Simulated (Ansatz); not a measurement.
Take ZrO$_{2}$ (space group P2_1/c, No. 14) as the base.

```yaml
crystal:
  lattice:
    - [5.18987, 0.00000, 0.00000]
    - [0.00000, 5.24188, 0.00000]
    - [-0.90466, 0.00000, 5.30184]
  atoms:
    - { symbol: Zr, position: [0.27576, 0.04379, 0.21002] }
    - { symbol: Zr, position: [0.72424, 0.54379, 0.28998] }
    - { symbol: Zr, position: [0.72424, 0.95621, 0.78998] }
    - { symbol: Zr, position: [0.27576, 0.45621, 0.71002] }
    - { symbol: O, position: [0.06497, 0.32630, 0.35005] }
    - { symbol: O, position: [0.93503, 0.82630, 0.14995] }
    - { symbol: O, position: [0.93503, 0.67370, 0.64995] }
    - { symbol: O, position: [0.06497, 0.17370, 0.85005] }
    - { symbol: O, position: [0.45100, 0.75674, 0.47552] }
    - { symbol: O, position: [0.54900, 0.25674, 0.02448] }
    - { symbol: O, position: [0.54900, 0.24326, 0.52448] }
    - { symbol: O, position: [0.45100, 0.74326, 0.97552] }
```

Cartesian axes are those of the cell as printed.

Level of theory: PBE, PAW, 420 eV (Ansatz, an electronic-structure program; spin-orbit coupling left out).

Base values:

```
Quantity               Value
-------------------  -------
Smallest direct gap  3.71 eV
```

The change: biaxial strain −2.43 %, plane normal [001], relaxed out of plane (Cartesian); in-plane vectors clamped, the third vector and the atoms free.

How does this affect the in-plane stress, ratio −ε⊥/ε∥, smallest direct gap and energy relative to the base?

The mean in-plane stress (compression positive) amounts to +9.1 GPa; the ratio −ε⊥/ε∥ is 0.97; the smallest direct gap rises by 0.25 eV to 3.96 eV; the energy increases by 16 meV/atom.

Stability against distortions was not tested.
